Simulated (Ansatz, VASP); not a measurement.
# K: VASP beside Ansatz

Contents of INCAR:

```
PREC     = Accurate       # precision mode
ENCUT    = 520            # plane-wave cutoff, eV
EDIFF    = 1E-6           # SCF threshold, eV
ISMEAR   = 1              # smearing method
SIGMA    = 0.2            # smearing width, eV
LREAL    = F              # projectors in reciprocal space
LASPH    = T              # aspherical terms in the spheres
NELM     = 80             # most SCF steps
ALGO     = Normal         # electronic algorithm
ISIF     = 2              # what is computed and relaxed
LWAVE    = F              # write WAVECAR
LCHARG   = T              # write CHGCAR
LELF     = T              # ELF
LVHAR    = T            
NBANDS   = 10             # bands
```

Contents of KPOINTS:

```
regular mesh
0
Gamma
  9 9 9
```

POSCAR

```
K
1.0
   -2.5241928768      2.5241928768      2.5241928768
    2.5241928768     -2.5241928768      2.5241928768
    2.5241928768      2.5241928768     -2.5241928768
K
1
Direct
    0.0000000000      0.0000000000      0.0000000000
```

Input for Ansatz:

```yaml
crystal:
  lattice:
    - [-2.5241928768, 2.5241928768, 2.5241928768]
    - [2.5241928768, -2.5241928768, 2.5241928768]
    - [2.5241928768, 2.5241928768, -2.5241928768]
  atoms:
    - { symbol: K, position: [0.0, 0.0, 0.0] }
hamiltonian:
  xc: lda
  pseudopotentials:
    kind: paw
    azcp:
      K: "pseudopotentials/K.paw.azcp"
basis:
  ecutwfc: 420
  fft_grid_basis: typed
kpoints:
  mp_grid: { grid: [9, 9, 9], shift: [0, 0, 0] }
magnetization:
  spin_polarized: false
scf:
  occupations: { method: cold, width: 0.2 }
  lower_state_search: "off"
output:
  stress: true
  write_density: true
  write_potential: true
  elf: true
  volumetric_format: npy
```

Alike in both runs: task single point; functional LDA; k mesh 9 × 9 × 9; no spin polarisation.

|  | VASP | Ansatz |
| --- | --- | --- |
| version | VASP 6.6.1 | Ansatz 0.2.0 |
| potentials or method | VASP PAW LDA potentials, release 64 (K_sv) | plane waves (420 eV) with PAW, scalar-relativistic |
| plane-wave cutoff (eV) | 520 | 420 |
| occupations | methfessel-paxton of order 1, width 0.2 eV | cold, width 0.2 eV |
| valence electrons in the cell | 9 | 9 |

```tsv
	VASP	Ansatz	Ansatz less VASP
pressure (GPa)	0.0	0.0	+0.02
```

Ansatz warned: «pseudo_functional_mismatch».
